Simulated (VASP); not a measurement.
# Rb (I4/mmm) in VASP: notebook

One crystal, Rb, is run at these levels: rev-vdW-DF2, RPBE; tasks: single point.

Program: VASP 6.6.1. These are calculated values, not measurements. Logs are shortened: lines on timing, memory, paths and dates and some standing lists are left out, and cuts for length are marked.

## (1) Starting point

Symmetry: I4/mmm, No. 139, tetragonal system. Conventional cell: a = 5.909 Å, b = 5.909 Å, c = 5.462 Å, α = 90.00°, β = 90.00°, γ = 90.00°.

This isn't the form of Rb at room conditions, which is bcc.

## (2) Single point, rev-vdW-DF2, collinear spin, ferromagnetic start

File run.py:

```python
from ase import Atoms
from ase.calculators.vasp import Vasp
from ase.dft.bandgap import bandgap

atoms = Atoms(
    ['Rb'],
    cell=[[-2.9545118615, 2.9545118615, 2.7308451955], [2.9545118615, -2.9545118615, 2.7308451955], [2.9545118615, 2.9545118615, -2.7308451955]],
    scaled_positions=[[0.0, 0.0, 0.0]],
    pbc=True,
)
atoms.set_initial_magnetic_moments([0.5])
calc = Vasp(
    directory='calc',
    xc='rev-vdw-df2',
    pp='PBE',
    setups='minimal',
    prec='Accurate',
    encut=500,
    ediff=1e-06,
    ismear=1,
    sigma=0.1,
    lreal=False,
    lasph=True,
    nelm=100,
    algo='Normal',
    isif=2,
    lwave=False,
    lcharg=False,
    ispin=2,
    lorbit=11,
    kpts=[7, 7, 7],
    gamma=True,
    nbands=14,
)
atoms.calc = calc

print('energy (eV):', atoms.get_potential_energy())
print('free energy (eV):', atoms.get_potential_energy(force_consistent=True))
print('forces (eV/A):')
print(atoms.get_forces())
print('stress (eV/A^3, Voigt):', atoms.get_stress())
print('Fermi level (eV):', calc.get_fermi_level())
print('moment (muB):', atoms.get_magnetic_moment())
print('site moments (muB):', atoms.get_magnetic_moments())
gap, top, bottom = bandgap(calc)
print('band gap (eV):', gap, 'from (spin, k, band)', top, 'to', bottom)
```

Potentials or basis: VASP PAW PBE potentials, release 64 (Rb_pv).

Run with:

```bash
$ python run.py
```

The program printed:

```text
<dir> UserWarning: vdW has been enabled, however no location for the vdw_kernel.bindat file has been specified. Set ASE_VASP_VDW environment variable to copy the vdW kernel.
  warnings.warn(
energy (eV): 0.80479821
free energy (eV): 0.80482642
forces (eV/A):
[[0. 0. 0.]]
stress (eV/A^3, Voigt): [ 0.00160981  0.00160981  0.00213945  0.         -0.         -0.        ]
Fermi level (eV): -1.21611552
moment (muB): -0.0001112
site moments (muB): [-0.]
band gap (eV): 0.0 from (spin, k, band) (None, None, None) to (None, None, None)
```

OUTCAR:

```text
ENCUT = 500.000000
   EDIFF = 1.00e-06
   GGA = MK
   PREC = Accurate
   ISIF = 2
   ISMEAR = 1
   ISPIN = 2
   LORBIT = 11
   NELM = 100
   LASPH = .TRUE.
   LREAL = .FALSE.

 ion  position               nearest neighbor table
   1  0.000  0.000  0.000-

  LATTYP: Found a body centered tetragonal cell.
 ALAT       =     5.9090237230
 C/A-ratio  =     0.9242965754

  Lattice vectors:

 A1 = (  -2.9545118615,   2.9545118615,   2.7308451955)
 A2 = (   2.9545118615,  -2.9545118615,   2.7308451955)
 A3 = (   2.9545118615,   2.9545118615,  -2.7308451955)

Analysis of symmetry for initial positions (statically):
=====================================================================
 Subroutine PRICEL returns:
 Original cell was already a primitive cell.

 Routine SETGRP: Setting up the symmetry group for a
 body centered tetragonal supercell.

 Subroutine GETGRP returns: Found 16 space group operations
 (whereof 16 operations were pure point group operations)
 out of a pool of 16 trial point group operations.

The static configuration has the point symmetry D_4h.

Analysis of symmetry for dynamics (positions and initial velocities):
=====================================================================
 Subroutine PRICEL returns:
 Original cell was already a primitive cell.

 Routine SETGRP: Setting up the symmetry group for a
[... 1016 lines left out ...]
    1        0.000  -0.000  -0.000  -0.000

Total vdW correction in eV:      1.4944819

  FORCE on cell =-STRESS in cart. coord.  units (eV):
  Direction    XX          YY          ZZ          XY          YZ          ZX
  --------------------------------------------------------------------------------------
  -------------------------------------------------------------------------------------
  Total       -0.1534981     -0.1534981     -0.2040004      0.0000000     -0.0000000      0.0000000
  in kB       -2.5792002     -2.5792002     -3.4277810      0.0000000     -0.0000000      0.0000000
  external PRESSURE =      -2.8620605 kB  Pullay stress =       0.0000000 kB

 VOLUME and BASIS-vectors are now :
 -----------------------------------------------------------------------------
  energy-cutoff  :      500.00
  volume of cell :       95.35
      direct lattice vectors                 reciprocal lattice vectors
    -2.954511861  2.954511861  2.730845196     0.000000000  0.169232693  0.183093498
     2.954511861 -2.954511861  2.730845196     0.169232693  0.000000000  0.183093498
     2.954511861  2.954511861 -2.730845196     0.169232693  0.169232693  0.000000000

  length of vectors
     4.991572514  4.991572514  4.991572514     0.249324956  0.249324956  0.239331170

 FORCES acting on ions
    electron-ion (+dipol)            ewald-force                    non-local-force                 convergence-correction
 -----------------------------------------------------------------------------------------------
   -.348E-14 -.264E-14 0.267E-14   -.181E-15 -.561E-15 0.509E-15   0.414E-24 0.000E+00 0.000E+00   -.532E-14 -.300E-14 0.197E-14
 -----------------------------------------------------------------------------------------------
   -.348E-14 -.264E-14 0.267E-14   -.181E-15 -.561E-15 0.509E-15   0.414E-24 0.000E+00 0.000E+00   -.532E-14 -.300E-14 0.197E-14

 POSITION                                       TOTAL-FORCE (eV/Angst)
 -----------------------------------------------------------------------------------
      0.00000      0.00000      0.00000         0.000000      0.000000      0.000000
 -----------------------------------------------------------------------------------
    total drift:                               -0.000000     -0.000000      0.000000

--------------------------------------------------------------------------------------------------------

  FREE ENERGIE OF THE ION-ELECTRON SYSTEM (eV)
  ---------------------------------------------------
  free  energy   TOTEN  =         0.8048264246 eV

  energy  without entropy=        0.8047417939  energy(sigma->0) =        0.80479821

--------------------------------------------------------------------------------------------------------

Total vdW correction in eV:      1.4944706

--------------------------------------------------------------------------------------------------------

 total charge

# of ion       s       p       d       tot
------------------------------------------
    1        0.147   5.930   0.012   6.088

 magnetization (x)

# of ion       s       p       d       tot
------------------------------------------
    1        0.000  -0.000  -0.000  -0.000

=======================================================================
```

INCAR:

```text
AGGAC = 0.000000
ENCUT = 500.000000
PARAM1 = 0.123400
PARAM2 = 0.711357
SIGMA = 0.100000
ZAB_VDW = -1.886700
EDIFF = 1.00e-06
ALGO = Normal
GGA = MK
PREC = Accurate
ISIF = 2
ISMEAR = 1
ISPIN = 2
LORBIT = 11
NBANDS = 14
NELM = 100
LASPH = .TRUE.
LCHARG = .FALSE.
LUSE_VDW = .TRUE.
LWAVE = .FALSE.
LREAL = .FALSE.
MAGMOM = 1*0.5000
```

Wall time 88 s (1 thread of AMD EPYC 9R45 (Zen 5), shared host); peak memory 0.51 GiB.

What came out:

```yaml
Free_energy: 0.8048 eV
Pressure: -0.3 GPa
Band_gap_on_the_k_mesh: none (metal or under the smearing width)
Net_moment: 0.00 μB per cell
Valence_electrons_inside_the_program's_atomic_spheres: Rb 6.09
```

Levels at points of the mesh, in eV from the Fermi level:
Spin up:
| k point | band 1 | band 2 | band 3 | band 4 | band 5 | band 6 | band 7 | band 8 | band 9 |
| --- | --- | --- | --- | --- | --- | --- | --- | --- | --- |
| (0.00, 0.00, 0.00) | -12.96 | -12.96 | -12.96 | -1.91 | 3.35 | 3.75 | 3.75 | 4.23 | 4.78 |
Spin down:
| k point | band 1 | band 2 | band 3 | band 4 | band 5 | band 6 | band 7 | band 8 | band 9 |
| --- | --- | --- | --- | --- | --- | --- | --- | --- | --- |
| (0.00, 0.00, 0.00) | -12.96 | -12.96 | -12.96 | -1.91 | 3.35 | 3.75 | 3.75 | 4.23 | 4.78 |

Caveat: the PAW data sets were made with another functional, which shifts forces and pressure a little.

(Part 1 of 2 ends here.)
